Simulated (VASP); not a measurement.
A run of VASP 6.6.1 is set up as follows.

Contents of INCAR:

```
SYSTEM = GaP
PREC = Accurate
ENCUT = 600
EDIFF = 1E-7
ISMEAR = 0
SIGMA = 0.03
LREAL = .False.
LASPH = .True.
NELM = 80
ALGO = Normal
ISIF = 2
LWAVE = .False.
LCHARG = .False.
GGA = PS
IBRION = 2
NSW = 40
EDIFFG = -0.01
```

The input KPOINTS:

```
regular mesh
0
Gamma
  8 8 8
  0 0 0
```

The input POSCAR:

```
GaP                                     
1.0
    0.0000000000      2.7184163017      2.7184163017
    2.7184163017      0.0000000000      2.7184163017
    2.7184163017      2.7184163017      0.0000000000
  Ga              P             
     1     1
Direct
     0.0000000000000000    0.0000000000000000    0.0000000000000000
     0.2500000000000000    0.2500000000000000    0.2500000000000000
```

Potentials or basis: VASP PAW PBE potentials, release 64 (Ga_d, P).

Command:

```sh
$ cat potpaw_PBE.64/Ga_d/POTCAR potpaw_PBE.64/P/POTCAR > POTCAR
$ mpirun -np 1 vasp_std > vasp.out
```

Task: What does it give for the band gap on the k mesh?

Result: 1.50 eV, indirect (least direct gap 1.81 eV).

Final structure:
```xyz
2
Lattice="0.0000 2.7184 2.7184 2.7184 0.0000 2.7184 2.7184 2.7184 0.0000" Properties=species:S:1:pos:R:3 pbc="T T T"
Ga    0.0000    0.0000    0.0000
P     1.3592    1.3592    1.3592
```

Caveat: the relaxation stopped at its first step, so nothing moved.

**Measured values to compare with.**

“Stacking defects in GaP nanowires: Electronic structure and optical properties”, 2018, arxiv:1810.01194 quotes, for a bulk crystal of GaP at 10 K: band gap 2.34 eV (indirect).

Against the measured gap of GaP, 2.34 eV (indirect; 10 K; quoted in “Stacking defects in GaP nanowires: Electronic structure and optical properties”, 2018, arxiv:1810.01194), the calculated 1.50 eV is off by -0.84 eV. Spin-orbit coupling on Ga is left out. The value is that of PBEsol on a finite k mesh, which can miss the band edges, without temperature or zero-point motion. Semilocal functionals fall short of measured gaps as a rule.
